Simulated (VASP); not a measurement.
# Si (R-3m) in VASP: phonons with PBE

Aim: the phonons of Si with PBE.

Everything below comes from runs of VASP 6.6.1. Logs are shortened: lines on timing, memory, paths and dates and some standing lists are left out, and cuts for length are marked.

### Step 1. The structure

Symmetry: R-3m, No. 166, trigonal system. The conventional cell has a = 3.813 Å, b = 3.813 Å, c = 9.783 Å, α = 90.00°, β = 90.00°, γ = 120.00°. Around Si (site symmetry 3m) lie 4 Si at 2.36 to 2.41 Å.

### Step 2. Phonons, PBE

Contents of POSCAR:

```
Si
1.0
    0.0854690885      2.7813854558      2.7813854558
    2.7813854558      0.0854690885      2.7813854558
    2.7813854558      2.7813854558      0.0854690885
Si
2
Direct
    0.0017629000      0.0017629000      0.0017629000
    0.2482370000      0.2482370000      0.2482370000
```

Contents of INCAR.step1:

```
  PREC = Accurate
  ENCUT = 600
  EDIFF = 1E-8
  ISMEAR = 0
  SIGMA = 0.01
  LREAL = F
  LASPH = T
  NELM = 80
  ALGO = Fast
  ISIF = 3
  LWAVE = F
  LCHARG = F
  GGA = PE
  IBRION = 2
  NSW = 40
  EDIFFG = -0.002
```

Contents of INCAR.step2:

```
  PREC = Accurate
  ENCUT = 600
  EDIFF = 1E-8
  ISMEAR = 0
  SIGMA = 0.01
  LREAL = F
  LASPH = T
  NELM = 80
  ALGO = Fast
  ISIF = 2
  LWAVE = F
  LCHARG = F
  GGA = PE
  IBRION = 8
  NSW = 1
```

Contents of KPOINTS:

```
regular mesh
0
Gamma
  10 10 10
```

Potentials or basis: VASP PAW PBE potentials, release 64 (Si).

Command:

```sh
> cat potpaw_PBE.64/Si/POTCAR > POTCAR
> cp INCAR.step1 INCAR
> mpirun -np 1 vasp_std > vasp.out
> cp CONTCAR POSCAR
> cp INCAR.step2 INCAR
> mpirun -np 1 vasp_std > vasp.out
```

OUTCAR:

```text
PREC = Accurate
   ENCUT = 600
   EDIFF = 1E-8
   ISMEAR = 0
   LREAL = F
   LASPH = T
   NELM = 80
   ISIF = 2
   GGA = PE
   IBRION = 8
   NSW = 1

 ion  position               nearest neighbor table
   1  0.000  0.000  0.000-   2 2.37   2 2.37   2 2.37   2 2.37
   2  0.250  0.250  0.250-   1 2.37   1 2.37   1 2.37   1 2.37

  LATTYP: Found a trigonal (rhomboedric) cell.
 ALAT       =     3.8671873270
 COS(alpha) =     0.5000658146

  Lattice vectors:

 A1 = (   0.0001799740,   2.7345143801,   2.7345143801)
 A2 = (   2.7345143801,   0.0001799740,   2.7345143801)
 A3 = (   2.7345143801,   2.7345143801,   0.0001799740)

Analysis of symmetry for initial positions (statically):
=====================================================================
 Subroutine PRICEL returns:
 Original cell was already a primitive cell.

 Routine SETGRP: Setting up the symmetry group for a
 trigonal (rhombohedral) supercell.

 Subroutine GETGRP returns: Found 12 space group operations
 (whereof  6 operations were pure point group operations)
 out of a pool of 12 trial point group operations.

The static configuration has the point symmetry C_3v.
 The point group associated with its full space group is D_3d.

Analysis of symmetry for dynamics (positions and initial velocities):
=====================================================================
 Subroutine PRICEL returns:
 Original cell was already a primitive cell.

 Routine SETGRP: Setting up the symmetry group for a
 trigonal (rhombohedral) supercell.

 Subroutine GETGRP returns: Found 12 space group operations
 (whereof  6 operations were pure point group operations)
 out of a pool of 12 trial point group operations.

The dynamic configuration has the point symmetry C_3v.
 The point group associated with its full space group is D_3d.

 Subroutine INISYM returns: Found 12 space group operations
 (whereof  6 operations are pure point group operations),
 and found     1 'primitive' translations

----------------------------------------------------------------------------------------

                                     Primitive cell

  volume of cell :      40.8910

  direct lattice vectors                    reciprocal lattice vectors
     0.000179974  2.734514380  2.734514380    -0.182865875  0.182853840  0.182853840
     2.734514380  0.000179974  2.734514380     0.182853840 -0.182865875  0.182853840
     2.734514380  2.734514380  0.000179974     0.182853840  0.182853840 -0.182865875

  length of vectors
     3.867187327  3.867187327  3.867187327     0.316719090  0.316719090  0.316719090

  position of ions in fractional coordinates (direct lattice)
     0.000008319  0.000008319  0.000008319
     0.249991581  0.249991581  0.249991581

  ion indices of the primitive-cell ions
   primitive index   ion index
                 1           1
                 2           2

----------------------------------------------------------------------------------------

 KPOINTS: regular mesh

Automatic generation of k-mesh.
 Grid dimensions read from file:
 generate k-points for:   10   10   10

 Generating k-lattice:

  Cartesian coordinates                     Fractional coordinates (reciprocal lattice)
    -0.018286587  0.018285384  0.018285384     0.100000000  0.000000000 -0.000000000
     0.018285384 -0.018286587  0.018285384     0.000000000  0.100000000 -0.000000000
     0.018285384  0.018285384 -0.018286587     0.000000000  0.000000000  0.100000000

[... 83 lines left out ...]
   AEXX    =    0.0000 exact exchange contribution
   IVDW    =     0    specifies the selected vdW correction
   LEPSILON=     F    determine dielectric tensor
   LRPA    =     F    only Hartree local field effects (RPA)
 non-spin polarized calculation
 RMM-DIIS sequential band-by-band and
 Gauss-broadening in eV      SIGMA  =   0.01
  energy-cutoff  :      600.00
  volume of cell :       40.89
 maximum number of plane-waves:      1387
   NGX = 15   NGY = 15   NGZ = 15

--------------------------------------- Ionic step        1  -------------------------------------------

 number of electron       8.0000000 magnetization

 Free energy of the ion-electron system (eV)
  ---------------------------------------------------
  ext. energy  EPLUGINS =         0.00000000
  ---------------------------------------------------
  free energy    TOTEN  =       -10.84933439 eV

  energy without entropy =      -10.84933439  energy(sigma->0) =      -10.84933439

 E-fermi :   5.7170     XC(G=0):  -9.3267

 val. band max:        5.6160728132   @ k =   0.0000   0.0000   0.0000
 cond. band min:       6.2336664784   @ k =   0.4000   0.4000   0.0000
 fundamental gap:      0.6175936652
 Fermi energy:         5.7169515665

 k-point     1 :       0.0000    0.0000    0.0000
  band No.  band energies     occupation
      1      -6.1986      2.00000
      2       5.6145      2.00000
      3       5.6161      2.00000
      4       5.6161      2.00000
      5       8.1719      0.00000
      6       8.1726      0.00000
      7       8.1726      0.00000
      8       8.7488      0.00000
[... 243 lines left out ...]
 k-point    24 :       0.4000    0.3000    0.0000
  band No.  band energies     occupation
      1      -4.0761      2.00000
      2       0.2231      2.00000
      3       2.8227      2.00000
      4       3.2314      2.00000
      5       6.6924      0.00000
      6       7.8818      0.00000
      7      12.4705      0.00000
      8      12.6111      0.00000

 [... further k-points ...]

------------------------ aborting loop because EDIFF is reached ----------------------------------------

  FORCE on cell =-STRESS in cart. coord.  units (eV):
  Direction    XX          YY          ZZ          XY          YZ          ZX
  --------------------------------------------------------------------------------------
  -------------------------------------------------------------------------------------
  Total       -0.0014003     -0.0014003     -0.0014003     -0.0008392     -0.0008392     -0.0008392
  in kB       -0.0548645     -0.0548645     -0.0548645     -0.0328809     -0.0328809     -0.0328809
  external PRESSURE =      -0.0548645 kB  Pullay stress =       0.0000000 kB

 VOLUME and BASIS-vectors are now :
 -----------------------------------------------------------------------------
  energy-cutoff  :      600.00
  volume of cell :       40.89
      direct lattice vectors                 reciprocal lattice vectors
     0.000179974  2.734514380  2.734514380    -0.182865875  0.182853840  0.182853840
     2.734514380  0.000179974  2.734514380     0.182853840 -0.182865875  0.182853840
     2.734514380  2.734514380  0.000179974     0.182853840  0.182853840 -0.182865875

 POSITION                                       TOTAL-FORCE (eV/Angst)
 -----------------------------------------------------------------------------------
      0.00005      0.00005      0.00005        -0.000600     -0.000600     -0.000600
      1.36726      1.36726      1.36726         0.000600      0.000600      0.000600
 -----------------------------------------------------------------------------------
    total drift:                                0.000000      0.000000      0.000000

  FREE ENERGIE OF THE ION-ELECTRON SYSTEM (eV)
  ---------------------------------------------------
  free  energy   TOTEN  =       -10.8493343916 eV

  energy  without entropy=      -10.8493343916  energy(sigma->0) =      -10.84933439

[... ionic steps 2 to 3 ...]

--------------------------------------- Ionic step        4  -------------------------------------------

 Free energy of the ion-electron system (eV)
  ---------------------------------------------------
  ---------------------------------------------------
  free energy    TOTEN  =        -0.01737196 eV

  energy without entropy =       -0.01737196

------------------------ aborting loop because EDIFF is reached ----------------------------------------

 INTERNAL STRAIN TENSOR  FOR ION    1  DIRECTION 1   (eV/Angst):
 -----------------------------------------------------------------------------
    -0.01389  0.17457  0.17457
    -0.18596  0.00613  8.76667
    -0.18596  8.76667  0.00613

 INTERNAL STRAIN TENSOR FOR ION    2 for displacements in x,y,z  (eV/Angst):
          X           Y           Z          XY          YZ          ZX
  --------------------------------------------------------------------------------
  x     0.01389    -0.00613    -0.00613     0.18596    -8.76667    -0.17457
  y    -0.00613     0.01389    -0.00613    -0.17457     0.18596    -8.76667
  z    -0.00613    -0.00613     0.01389    -8.76667    -0.17457     0.18596

 SECOND DERIVATIVES (NOT SYMMETRIZED)
 ------------------------------------
               1X          1Y          1Z          2X          2Y          2Z
  1X   -13.048456    0.001749    0.001749   13.048456   -0.001749   -0.001749
  1Y     0.001749  -13.048456    0.001749   -0.001749   13.048456   -0.001749
  1Z     0.001749    0.001749  -13.048456   -0.001749   -0.001749   13.048456
  2X    13.048456   -0.001749   -0.001749  -13.048456    0.001749    0.001749
  2Y    -0.001749   13.048456   -0.001749    0.001749  -13.048456    0.001749
  2Z    -0.001749   -0.001749   13.048456    0.001749    0.001749  -13.048456

 Eigenvectors and eigenvalues of the dynamical matrix
 ----------------------------------------------------

   1 f  =   15.070830 THz    94.692819 2PiTHz  502.708785 cm-1    62.327918 meV
             X         Y         Z           dx          dy          dz
      0.000045  0.000045  0.000045     0.500000   -0.500000    0.000000
      1.367256  1.367256  1.367256    -0.500000    0.500000   -0.000000
[... 16 lines left out ...]
   5 f  =    0.000000 THz     0.000001 2PiTHz    0.000006 cm-1     0.000001 meV
             X         Y         Z           dx          dy          dz
      0.000045  0.000045  0.000045     0.429729   -0.561134   -0.021469
      1.367256  1.367256  1.367256     0.429729   -0.561134   -0.021469

   6 f/i=    0.000000 THz     0.000001 2PiTHz    0.000005 cm-1     0.000001 meV
             X         Y         Z           dx          dy          dz
      0.000045  0.000045  0.000045     0.561518    0.429659    0.009527
      1.367256  1.367256  1.367256     0.561518    0.429659    0.009527

--------------------------------------------------------------------------------------------------------

 ELASTIC MODULI CONTR FROM IONIC RELAXATION (kBar)
 Direction    XX          YY          ZZ          XY          YZ          ZX
 --------------------------------------------------------------------------------
 XX          -0.0008      0.0004      0.0004     -0.1724      0.3659     -0.1507
 YY           0.0004     -0.0008      0.0004     -0.1507     -0.1724      0.3659
 ZZ           0.0004      0.0004     -0.0008      0.3659     -0.1507     -0.1724
 XY          -0.1724     -0.1507      0.3659   -230.9728      0.3664      0.3664
 YZ           0.3659     -0.1724     -0.1507      0.3664   -230.9728      0.3664
 ZX          -0.1507      0.3659     -0.1724      0.3664      0.3664   -230.9728
 --------------------------------------------------------------------------------
```

It took 4.6 min on 1 thread of Intel Xeon Platinum 8488C (Sapphire Rapids), shared host; peak memory 0.35 GiB.

What came out:

```
Relaxed volume                         : 20.45 Å³/atom
Relaxed cell                           : a = 3.867 Å, b = 3.867 Å, c = 3.867 Å, α = 60.00°, β = 60.00°, γ = 60.00°
Space group after relaxing (to 0.05 Å) : Fd-3m (No. 227)
Highest phonon frequency at Γ          : 503 cm⁻¹
```

The path:
```csv
step,energy change (eV),largest force (eV/Å),pressure (GPa),volume (Å³)
1,0.0000,0.0005,-0.33,41.05
2,-0.0211,0.4304,0.28,40.77
3,-0.0223,0.3405,0.13,40.83
4,-0.0279,0.0118,0.05,40.86
5,-0.0279,0.0080,0.05,40.87
6,-0.0279,0.0011,0.05,40.87
7,-0.0279,0.0082,-0.03,40.90
8,-0.0279,0.0056,-0.01,40.89
9,-0.0279,0.0058,-0.01,40.89
10,-0.0279,0.0010,-0.01,40.89
```

Final structure:
```
Si
1.0
     0.00018    2.73451    2.73451
     2.73451    0.00018    2.73451
     2.73451    2.73451    0.00018
Si
2
Cartesian
  0.0000 0.0000 0.0000
  1.3673 1.3673 1.3673
```

Phonon frequencies in cm⁻¹ (negative: imaginary):
```tsv
q point	frequencies
(0.000, 0.000, 0.000)	0 0 0 503 503 503
```
